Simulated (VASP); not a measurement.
# KTaO3 (Pm-3m) in VASP: further runs

One crystal, KTaO3, is run at these levels: PBE, PBE+D3(BJ); tasks: relaxation of cell and atoms.

Program: VASP 6.6.1. These are calculated values, not measurements. Logs are shortened: lines on timing, memory, paths and dates and some standing lists are left out, and cuts for length are marked.

**1. The structure**

It takes space group Pm-3m (No. 221, cubic). The conventional cell has a = 3.988 Å, b = 3.988 Å, c = 3.988 Å, α = 90.00°, β = 90.00°, γ = 90.00°. K (site symmetry m-3m) is surrounded by 12 O at 2.82 Å. Ta (site symmetry m-3m) is surrounded by 6 O at 1.99 Å. O (site symmetry 4/mmm) has 2 Ta at 1.99 Å as nearest neighbours.

**2. Relaxation of cell and atoms, PBE**

Input file INCAR:

```
SYSTEM = KTaO3
ALGO = Normal
EDIFF = 1E-6
EDIFFG = -0.01
ENCUT = 600
GGA = PE
IBRION = 2
ISIF = 3
ISMEAR = 0
LASPH = .TRUE.
LCHARG = .FALSE.
LREAL = .FALSE.
LWAVE = .FALSE.
NELM = 80
NSW = 90
PREC = Accurate
SIGMA = 0.03
```

Input file KPOINTS:

```
k-points
0
G
  8 8 8
  0 0 0
```

Input file POSCAR:

```
KTaO3
1.0
    3.9883000000      0.0000000000      0.0000000000
    0.0000000000      3.9883000000      0.0000000000
    0.0000000000      0.0000000000      3.9883000000
K Ta O
1 1 3
Direct
    0.5000000000      0.5000000000      0.5000000000
    0.0000000000      0.0000000000      0.0000000000
    0.5000000000      0.0000000000      0.0000000000
    0.0000000000      0.5000000000      0.0000000000
    0.0000000000      0.0000000000      0.5000000000
```

Potentials or basis: VASP PAW PBE potentials, release 64 (K_sv, Ta_pv, O).

On the command line:

```
$ cat potpaw_PBE.64/K_sv/POTCAR potpaw_PBE.64/Ta_pv/POTCAR potpaw_PBE.64/O/POTCAR > POTCAR
$ mpirun -np 1 vasp_std > vasp.out
```

OUTCAR:

```text
SYSTEM = KTaO3
   EDIFF = 1E-6
   EDIFFG = -0.01
   ENCUT = 600
   GGA = PE
   IBRION = 2
   ISIF = 3
   ISMEAR = 0
   LASPH = .TRUE.
   LREAL = .FALSE.
   NELM = 80
   NSW = 90
   PREC = Accurate

 ion  position               nearest neighbor table
   1  0.500  0.500  0.500-   3 2.82   4 2.82   5 2.82   3 2.82   4 2.82   3 2.82   5 2.82   3 2.82
                             4 2.82   5 2.82   4 2.82   5 2.82   2 3.45   2 3.45   2 3.45   2 3.45
   2  0.000  0.000  0.000-   3 1.99   4 1.99   5 1.99   5 1.99   4 1.99   3 1.99   1 3.45   1 3.45
                             1 3.45   1 3.45   1 3.45   1 3.45   1 3.45   1 3.45
   3  0.500  0.000  0.000-   2 1.99   2 1.99   1 2.82   1 2.82   1 2.82   1 2.82
   4  0.000  0.500  0.000-   2 1.99   2 1.99   1 2.82   1 2.82   1 2.82   1 2.82
   5  0.000  0.000  0.500-   2 1.99   2 1.99   1 2.82   1 2.82   1 2.82   1 2.82

  LATTYP: Found a simple cubic cell.
 ALAT       =     3.9883000000

  Lattice vectors:

 A1 = (   3.9883000000,   0.0000000000,   0.0000000000)
 A2 = (   0.0000000000,   3.9883000000,   0.0000000000)
 A3 = (   0.0000000000,   0.0000000000,   3.9883000000)

Analysis of symmetry for initial positions (statically):
=====================================================================
 Subroutine PRICEL returns:
 Original cell was already a primitive cell.

 Routine SETGRP: Setting up the symmetry group for a
 simple cubic supercell.

 Subroutine GETGRP returns: Found 48 space group operations
 (whereof 48 operations were pure point group operations)
 out of a pool of 48 trial point group operations.

The static configuration has the point symmetry O_h .

Analysis of symmetry for dynamics (positions and initial velocities):
=====================================================================
 Subroutine PRICEL returns:
 Original cell was already a primitive cell.

 Routine SETGRP: Setting up the symmetry group for a
 simple cubic supercell.

 Subroutine GETGRP returns: Found 48 space group operations
 (whereof 48 operations were pure point group operations)
 out of a pool of 48 trial point group operations.

The dynamic configuration has the point symmetry O_h .

 Subroutine INISYM returns: Found 48 space group operations
 (whereof 48 operations are pure point group operations),
 and found     1 'primitive' translations

----------------------------------------------------------------------------------------

                                     Primitive cell

  volume of cell :      63.4400

  direct lattice vectors                    reciprocal lattice vectors
     3.988300000  0.000000000  0.000000000     0.250733395  0.000000000  0.000000000
     0.000000000  3.988300000  0.000000000     0.000000000  0.250733395  0.000000000
     0.000000000  0.000000000  3.988300000     0.000000000  0.000000000  0.250733395

  length of vectors
     3.988300000  3.988300000  3.988300000     0.250733395  0.250733395  0.250733395

  position of ions in fractional coordinates (direct lattice)
     0.500000000  0.500000000  0.500000000
     0.000000000  0.000000000  0.000000000
     0.500000000  0.000000000  0.000000000
     0.000000000  0.500000000  0.000000000
     0.000000000  0.000000000  0.500000000

  ion indices of the primitive-cell ions
   primitive index   ion index
                 1           1
                 2           2
                 3           3
                 4           4
                 5           5

----------------------------------------------------------------------------------------

 KPOINTS: k-points

Automatic generation of k-mesh.
 Grid dimensions read from file:
 generate k-points for:    8    8    8

 Generating k-lattice:

  Cartesian coordinates                     Fractional coordinates (reciprocal lattice)
     0.031341674  0.000000000  0.000000000     0.125000000  0.000000000  0.000000000
     0.000000000  0.031341674  0.000000000     0.000000000  0.125000000  0.000000000
     0.000000000  0.000000000  0.031341674     0.000000000  0.000000000  0.125000000

  Length of vectors
     0.031341674  0.031341674  0.031341674

  Shift w.r.t. Gamma in fractional coordinates (k-lattice)
     0.000000000  0.000000000  0.000000000

 Subroutine IBZKPT returns following result:
 ===========================================

 Found     35 irreducible k-points:

 Following reciprocal coordinates:
            Coordinates               Weight
  0.000000  0.000000  0.000000      1.000000
  0.125000  0.000000  0.000000      6.000000
  0.250000  0.000000  0.000000      6.000000
  0.375000  0.000000  0.000000      6.000000
  0.500000  0.000000  0.000000      3.000000
  0.125000  0.125000  0.000000     12.000000
[... 16 lines left out ...]
  0.375000  0.375000  0.125000     24.000000
  0.500000  0.375000  0.125000     24.000000
 [... further k-points ...]
   k-points           NKPTS =     35   k-points in BZ     NKDIM =     35   number of bands    NBANDS=     23
   number of dos      NEDOS =    301   number of ions     NIONS =      5
   total plane-waves  NPLWV =  32768
   dimension x,y,z NGX =    32 NGY =   32 NGZ =   32
   dimension x,y,z NGXF=    64 NGYF=   64 NGZF=   64
   ions per type =               1   1   3
   NGX,Y,Z   is equivalent  to a cutoff of  13.34, 13.34, 13.34 a.u.
   NGXF,Y,Z  is equivalent  to a cutoff of  26.68, 26.68, 26.68 a.u.
 SYSTEM =  KTaO3
   PREC   = accura    normal or accurate (medium, high low for compatibility)
   ISTART =      0    job   : 0-new  1-cont  2-samecut
   ICHARG =      2    charge: 1-file 2-atom 10-const
   ISPIN  =      1    spin polarized calculation?
   LNONCOLLINEAR =      F non collinear calculations
   LSORBIT =      F    spin-orbit coupling
   LASPH  =      T    aspherical Exc in radial PAW
   ENCUT  =  600.0 eV  44.10 Ry    6.64 a.u.   7.97  7.97  7.97*2*pi/ulx,y,z
   NELM   =     80;   NELMIN=  2; NELMDL= -5     # of ELM steps
   EDIFF  = 0.1E-05   stopping-criterion for ELM
   LREAL  =      F    real-space projection
   EDIFFG = -.1E-01   stopping-criterion for IOM
   NSW    =     90    number of steps for IOM
   IBRION =      2    ionic relax: 0-MD 1-quasi-New 2-CG
   NFREE  =      1    steps in history (QN), initial steepest desc. (CG)
   ISIF   =      3    stress and relaxation
   ISYM   =      2    0-nonsym 1-usesym 2-fastsym
   POTIM  = 0.5000    time-step for ionic-motion
   TEBEG  =    0.0;   TEEND  =   0.0 temperature during run
   PSTRESS=    0.0 pullay stress
   NELECT =      38.0000    total number of electrons
   NUPDOWN=      -1.0000    fix difference up-down
   EMIN   =  10.00;   EMAX   =-10.00  energy-range for DOS
   EFERMI =   0.00;   METHOD = LEGACY
   ISMEAR =     0;   SIGMA  =   0.03  broadening in eV -4-tet -1-fermi 0-gaus
   EFERMI_NEDOS =   21; number of points for ismear=-14 and -15
   IALGO  =     38    algorithm
   IMIX   =      4    mixing-type and parameters
     AMIX     =   0.40;   BMIX     =  1.00
     AMIX_MAG =   1.60;   BMIX_MAG =  1.00
  volume/ion in A,a.u.               =      12.69        85.62
  Fermi-wavevector in a.u.,A,eV,Ry     =   1.380008  2.607837 25.911228  1.904422
  Thomas-Fermi vector in A             =   2.504925
   LORBIT       =      0    0 simple, 1 ext, 2 COOP (PROOUT), +10 PAW based schemes
   GGA     = PE    functional components
   LHFCALC =     F    Hartree Fock is set to
   AEXX    =    0.0000 exact exchange contribution
   IVDW    =     0    specifies the selected vdW correction
   LEPSILON=     F    determine dielectric tensor
   LRPA    =     F    only Hartree local field effects (RPA)
 conjugate gradient relaxation of ions
 non-spin polarized calculation
 Gauss-broadening in eV      SIGMA  =   0.03
  energy-cutoff  :      600.00
  volume of cell :       63.44
 maximum number of plane-waves:      2176
 NGX is ok and might be reduce to    32
   NGX = 15   NGY = 15   NGZ = 15

--------------------------------------- Ionic step        1  -------------------------------------------

 number of electron      37.9999990 magnetization

 Free energy of the ion-electron system (eV)
  ---------------------------------------------------
  ext. energy  EPLUGINS =         0.00000000
  ---------------------------------------------------
  free energy    TOTEN  =       -41.03822760 eV

  energy without entropy =      -41.03822760  energy(sigma->0) =      -41.03822760

------------------------ aborting loop because EDIFF is reached ----------------------------------------

  FORCE on cell =-STRESS in cart. coord.  units (eV):
  Direction    XX          YY          ZZ          XY          YZ          ZX
  --------------------------------------------------------------------------------------
  -------------------------------------------------------------------------------------
  Total        2.3376962      2.3376962      2.3376962      0.0000000     -0.0000000      0.0000000
  in kB       59.0384836     59.0384836     59.0384836      0.0000000     -0.0000000      0.0000000
  external PRESSURE =      59.0384836 kB  Pullay stress =       0.0000000 kB

 VOLUME and BASIS-vectors are now :
 -----------------------------------------------------------------------------
  energy-cutoff  :      600.00
  volume of cell :       63.44
      direct lattice vectors                 reciprocal lattice vectors
     3.988300000  0.000000000  0.000000000     0.250733395  0.000000000  0.000000000
     0.000000000  3.988300000  0.000000000     0.000000000  0.250733395  0.000000000
     0.000000000  0.000000000  3.988300000     0.000000000  0.000000000  0.250733395
[... 40 lines left out ...]
 POSITION                                       TOTAL-FORCE (eV/Angst)
 -----------------------------------------------------------------------------------
      2.03913      2.03913      2.03913         0.000000     -0.000000      0.000000
      0.00000      0.00000      0.00000        -0.000000      0.000000      0.000000
      2.03913      0.00000      0.00000        -0.000000      0.000000      0.000000
      0.00000      2.03913      0.00000        -0.000000      0.000000      0.000000
     -0.00000     -0.00000      2.03913        -0.000000     -0.000000      0.000000
 -----------------------------------------------------------------------------------
    total drift:                                0.000000      0.000000     -0.000000

  FREE ENERGIE OF THE ION-ELECTRON SYSTEM (eV)
  ---------------------------------------------------
  free  energy   TOTEN  =       -41.0196304033 eV

  energy  without entropy=      -41.0196304033  energy(sigma->0) =      -41.01963040

--------------------------------------- Ionic step        3  -------------------------------------------

 number of electron      38.0000008 magnetization

 Free energy of the ion-electron system (eV)
  ---------------------------------------------------
  ext. energy  EPLUGINS =         0.00000000
  ---------------------------------------------------
  free energy    TOTEN  =       -41.07208036 eV

  energy without entropy =      -41.07208036  energy(sigma->0) =      -41.07208036

 E-fermi :   1.7473     XC(G=0): -10.7203

 val. band max:        1.6004075825   @ k =   0.5000   0.5000   0.5000
 cond. band min:       3.7117095882   @ k =   0.0000   0.0000   0.0000
 fundamental gap:      2.1113020056
 Fermi energy:         1.7472520492

 k-point     1 :       0.0000    0.0000    0.0000
  band No.  band energies     occupation
      1     -32.6555      2.00000
      2     -32.6555      2.00000
      3     -32.6555      2.00000
      4     -25.7467      2.00000
      5     -15.8440      2.00000
      6     -15.1473      2.00000
[... 15 lines left out ...]
     22       3.7117      0.00000
     23       7.9929      0.00000
[... 575 lines left out ...]
      1     -32.7298      2.00000
      2     -32.7181      2.00000
      3     -32.6615      2.00000
      4     -25.7105      2.00000
      5     -15.2663      2.00000
      6     -14.5286      2.00000
[... 15 lines left out ...]
     22       7.4507      0.00000
     23       9.5883      0.00000

 [... further k-points ...]

------------------------ aborting loop because EDIFF is reached ----------------------------------------

  FORCE on cell =-STRESS in cart. coord.  units (eV):
  Direction    XX          YY          ZZ          XY          YZ          ZX
  --------------------------------------------------------------------------------------
  -------------------------------------------------------------------------------------
  Total       -0.0209825     -0.0209825     -0.0209825     -0.0000000      0.0000000     -0.0000000
  in kB       -0.5144680     -0.5144680     -0.5144680     -0.0000000      0.0000000     -0.0000000
  external PRESSURE =      -0.5144680 kB  Pullay stress =       0.0000000 kB

 VOLUME and BASIS-vectors are now :
 -----------------------------------------------------------------------------
  energy-cutoff  :      600.00
  volume of cell :       65.34
      direct lattice vectors                 reciprocal lattice vectors
     4.027817563  0.000000000  0.000000000     0.248273410 -0.000000000  0.000000000
     0.000000000  4.027817563  0.000000000    -0.000000000  0.248273410  0.000000000
    -0.000000000 -0.000000000  4.027817563    -0.000000000 -0.000000000  0.248273410

 POSITION                                       TOTAL-FORCE (eV/Angst)
 -----------------------------------------------------------------------------------
      2.01391      2.01391      2.01391         0.000000     -0.000000      0.000000
      0.00000      0.00000      0.00000        -0.000000      0.000000      0.000000
      2.01391      0.00000      0.00000        -0.000000      0.000000      0.000000
      0.00000      2.01391      0.00000         0.000000      0.000000      0.000000
     -0.00000     -0.00000      2.01391        -0.000000     -0.000000      0.000000
 -----------------------------------------------------------------------------------
    total drift:                                0.000000      0.000000     -0.000000

  FREE ENERGIE OF THE ION-ELECTRON SYSTEM (eV)
  ---------------------------------------------------
  free  energy   TOTEN  =       -41.0720803591 eV

  energy  without entropy=      -41.0720803591  energy(sigma->0) =      -41.07208036

 reached required accuracy - stopping structural energy minimisation
```

Run time: 1.8 min. Hardware: 1 thread of Intel Xeon Platinum 8259CL at 2.50GHz (Skylake/Cascade Lake), shared host; peak memory 0.23 GiB.

Results:

```
Free energy                            : -41.0721 eV
Relaxed volume                         : 13.07 Å³/atom
Relaxed cell                           : a = 4.028 Å, b = 4.028 Å, c = 4.028 Å, α = 90.00°, β = 90.00°, γ = 90.00°
Space group after relaxing (to 0.05 Å) : Pm-3m (No. 221)
Energy gained by relaxing              : 6.8 meV/atom
Ionic steps                            : 3
Pressure after relaxing                : -0.1 GPa
Band gap on the k mesh                 : 2.11 eV, indirect (least direct gap 2.74 eV)
```

The path:
```
step  energy change (eV)  largest force (eV/Å)  pressure (GPa)  volume (Å³)
   1              0.0000                0.0000            5.90        63.44
   2              0.0186                0.0000           -6.49        67.83
   3             -0.0339                0.0000           -0.05        65.34
```

Final structure:
```xyz
5
Lattice="4.0278 0.0000 0.0000 0.0000 4.0278 0.0000 0.0000 0.0000 4.0278" Properties=species:S:1:pos:R:3 pbc="T T T"
K     2.0139    2.0139    2.0139
Ta    0.0000    0.0000    0.0000
O     2.0139    0.0000    0.0000
O     0.0000    2.0139    0.0000
O     0.0000    0.0000    2.0139
```

Caveat: spin-orbit coupling is left out, which moves the levels of the heavy elements. Zero-point motion and thermal expansion aren't in these numbers.

(Continued in part 2 of 2.)
